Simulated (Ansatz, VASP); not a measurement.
# Be in VASP and in Ansatz

```
Be
1.0
    -1.22806    1.25312    1.25312
     1.25312   -1.22806    1.25312
     1.25312    1.25312   -1.22806
Be
1
Direct
  0.00000 0.00000 0.00000
```

Change from the starting cell: equal xy, yz and zx shear strains of +2 %, crystal datasets.

Alike in both runs: task electric field gradients; functional PBE; k mesh 23 × 23 × 23; occupations fermi-dirac, width 0.03 eV; no spin polarisation.

```csv
,VASP,Ansatz
version,VASP 6.6.1,Ansatz 0.2.0
potentials or method,"VASP PAW PBE potentials, release 64 (Be), cutoff 520 eV","all-electron PAW with datasets made for the crystal, scalar-relativistic"
```

```tsv
	VASP	Ansatz	Ansatz less VASP
pressure (GPa)	-0.5	-0.7	-0.18
largest component of the traceless stress (GPa)	3.83	3.82	-0.005
Vzz of the field gradient on the site that differs most (V/Å²)	0.5	0.5	-0.03
```

Ansatz ran all-electron here, so the differences hold the error of VASP's frozen core and of both bases.
